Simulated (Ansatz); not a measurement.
Does this entry for SiO₂ lie near equilibrium?

The cell is a structure deposited in the COD, atoms as given.

Space group P2_13 (No. 198); a = 7.1600 Å.

| site | Wyckoff | site symmetry | x | y | z |
| --- | --- | --- | --- | --- | --- |
| Si1 | 4a | .3. | 0.2550 | 0.2550 | 0.2550 |
| Si5 | 4a | .3. | 0.9920 | 0.9920 | 0.9920 |
| O9 | 4a | .3. | 0.1250 | 0.1250 | 0.1250 |
| O13 | 12b | 1 | 0.6600 | 0.6600 | 0.0620 |

One atom of each set is listed.

Level of theory: DFT, PBE, plane waves and PAW (field gradients read without the response of the frozen cores, which leaves them typically 4 to 6 % off), scalar-relativistic, 420 eV cutoff, Γ-centred 4×4×4 k-points, Fermi–Dirac smearing 0.02 eV (Ansatz 0.2.0).

(1) Do the atoms and the cell lie near the calculated equilibrium?

Answers

(1) No. The largest force is 3.5 eV/Å, on atom 5 (Si: 4 O at 1.65–1.67 Å), and the pressure is 3.1 GPa. Such values can come from imprecise or misplaced coordinates, missing atoms or a wrong setting of the space group; the run alone doesn't tell which, and gradients calculated on this entry can't be taken for those of the compound at ambient conditions.
